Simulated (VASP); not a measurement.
# A VASP 6.6.1 single-point calculation on Si

INCAR

```
ISIF = 2
NELM = 120
EDIFF = 1E-7
NSW = 0
NBANDS = 11
SIGMA = 0.02
LREAL = .FALSE.
GGA = PE
ISMEAR = -1
ENCUT = 700
IBRION = -1
LCHARG = .FALSE.
LASPH = .TRUE.
LWAVE = .FALSE.
PREC = Accurate
```

KPOINTS

```
KPOINTS created by Atomic Simulation Environment
0
Gamma
5 5 5
0 0 0
```

POSCAR

```
Si
 1.0000000000000000
    -0.1232188892000000    2.7350059511999998    2.7350059511999998
     2.7350059511999998   -0.1232188892000000    2.7350059511999998
     2.7350059511999998    2.7350059511999998   -0.1232188892000000
 Si
   2
Cartesian
 -0.0131897805859840 -0.0131897805859840 -0.0131897805859840
  1.3498880338859838  1.3498880338859838  1.3498880338859840
```

The recommended PBE PAW datasets give the neutral cell 8 valence electrons.

Command

```
mpirun -np 1 vasp_std
```

OSZICAR

```
N       E                     dE             d eps       ncg     rms          rms(c)
DAV:   1     0.927877988878E+01    0.92788E+01   -0.36920E+03   418   0.710E+02
DAV:   2    -0.101538870825E+02   -0.19433E+02   -0.18481E+02   527   0.911E+01
DAV:   3    -0.108346953063E+02   -0.68081E+00   -0.67840E+00   534   0.145E+01
DAV:   4    -0.108409402863E+02   -0.62450E-02   -0.62438E-02   483   0.174E+00
DAV:   5    -0.108410112508E+02   -0.70964E-04   -0.70963E-04   529   0.183E-01    0.439E+00
DAV:   6    -0.107348681863E+02    0.10614E+00   -0.61105E-02   472   0.108E+00    0.266E+00
DAV:   7    -0.106857220899E+02    0.49146E-01   -0.12309E-01   457   0.162E+00    0.169E-01
DAV:   8    -0.106872295083E+02   -0.15074E-02   -0.88358E-03   454   0.533E-01    0.109E-01
DAV:   9    -0.106874026543E+02   -0.17315E-03   -0.28220E-04   512   0.103E-01    0.683E-02
DAV:  10    -0.106874815249E+02   -0.78871E-04   -0.96825E-05   484   0.522E-02    0.168E-02
DAV:  11    -0.106874835297E+02   -0.20047E-05   -0.61594E-06   525   0.133E-02    0.810E-03
DAV:  12    -0.106874844816E+02   -0.95197E-06   -0.10635E-06   466   0.631E-03    0.170E-03
DAV:  13    -0.106874844055E+02    0.76171E-07   -0.13756E-07   503   0.188E-03
   1 F= -.10687484E+02 E0= -.10687483E+02  d E =-.224268E-05
```

From OUTCAR

```
k-points           NKPTS =     19   k-points in BZ     NKDIM =     19   number of bands    NBANDS=     11

   NELECT =       8.0000    total number of electrons

   dimension x,y,z NGX =    36 NGY =   36 NGZ =   36
   dimension x,y,z NGXF=    72 NGYF=   72 NGZF=   72

  energy-cutoff  :      700.00
  volume of cell :       43.68
      direct lattice vectors                 reciprocal lattice vectors
    -0.123218889  2.735005951  2.735005951    -0.170902338  0.178965169  0.178965169
     2.735005951 -0.123218889  2.735005951     0.178965169 -0.170902338  0.178965169
     2.735005951  2.735005951 -0.123218889     0.178965169  0.178965169 -0.170902338

 k-points in reciprocal lattice and weights: KPOINTS created by Atomic Simulation Env
   0.00000000  0.00000000  0.00000000       0.008
   0.20000000  0.00000000  0.00000000       0.048
   0.40000000  0.00000000  0.00000000       0.048
   0.20000000  0.20000000 -0.00000000       0.048
   0.40000000  0.20000000 -0.00000000       0.096
  -0.40000000  0.20000000 -0.00000000       0.096
  -0.20000000  0.20000000  0.00000000       0.048
   0.40000000  0.40000000  0.00000000       0.048
   ...

 E-fermi :   5.4277

 k-point     1 :       0.0000    0.0000    0.0000
  band No.  band energies     occupation
      1      -6.3871      2.00000
      2       4.8704      2.00000
      3       4.8704      2.00000
      4       5.2688      1.99929
      5       6.9091      0.00000
      6       7.2939      0.00000
      7       7.2939      0.00000
      8       8.5233      0.00000
      9      12.6849      0.00000
     10      12.6933      0.00000
     11      12.6933      0.00000

 k-point     2 :       0.2000    0.0000    0.0000
  band No.  band energies     occupation
      1      -5.9251      2.00000
      2       1.9521      2.00000
      3       4.4144      2.00000
      4       4.6799      2.00000
      5       7.0152      0.00000
      6       8.0340      0.00000
      7       8.5664      0.00000
      8      10.3345      0.00000
      9      11.9117      0.00000
     10      12.3360      0.00000
     11      13.8810      0.00000

 k-point     3 :       0.4000    0.0000    0.0000
  band No.  band energies     occupation
      1      -4.7378      2.00000
      2      -1.0070      2.00000
      3       3.9752      2.00000
      4       4.1573      2.00000
      5       6.5002      0.00000
      6       8.2972      0.00000
      7       8.7455      0.00000
      8      12.6747      0.00000
      9      13.2999      0.00000
     10      13.6799      0.00000
     11      14.9659      0.00000

 k-point     4 :       0.2000    0.2000   -0.0000
  band No.  band energies     occupation
      1      -5.7409      2.00000
      2       2.2994      2.00000
      3       3.4329      2.00000
      4       3.8647      2.00000
      5       6.5153      0.00000
      6       8.5920      0.00000
      7       9.5688      0.00000
      8       9.7745      0.00000
      9      11.5938      0.00000
     10      13.4093      0.00000
     11      14.9927      0.00000

 k-point     5 :       0.4000    0.2000   -0.0000
  band No.  band energies     occupation
      1      -4.7128      2.00000
      2      -0.2401      2.00000
      3       2.5789      2.00000
      4       3.3943      2.00000
      5       6.9833      0.00000
      6       8.5885      0.00000
      7       9.6390      0.00000
      8      10.3741      0.00000
      9      14.2201      0.00000
     10      15.2689      0.00000
     11      15.6041      0.00000

 ...

  Total       -1.3270906     -1.3270906     -1.3270906      0.8190098      0.8190098      0.8190098
  in kB      -48.6771360    -48.6771360    -48.6771360     30.0409417     30.0409417     30.0409417
  external PRESSURE =     -48.6771360 kB  Pullay stress =       0.0000000 kB

 POSITION                                       TOTAL-FORCE (eV/Angst)
 -----------------------------------------------------------------------------------
      5.33360      5.33360      5.33360        -0.010111     -0.010111     -0.010111
      1.34989      1.34989      1.34989         0.010111      0.010111      0.010111
 -----------------------------------------------------------------------------------
    total drift:                                0.000000      0.000000      0.000000

  FREE ENERGIE OF THE ION-ELECTRON SYSTEM (eV)
  ---------------------------------------------------
  free  energy   TOTEN  =       -10.6874844055 eV

  energy  without entropy=      -10.6874821628  energy(sigma->0) =      -10.68748328
```

It converged. Results: gap between bands v and c on the k mesh 0.35 eV; least direct gap on the k mesh 1.64 eV; pressure -4.9 GPa; largest force 0.02 eV/Å. Band v is the last that the valence electrons fill when counted band by band, and c is the next.

These settings aren't sound, so the numbers aren't properties of the crystal.

On sound settings PBE gives a gap of 0.31 eV on its mesh and a pressure of -5.0 GPa for the intended cell.

The run took about 17 s on one core of a shared host (Intel Xeon Platinum 8488C) and held 0.18 GiB at most.
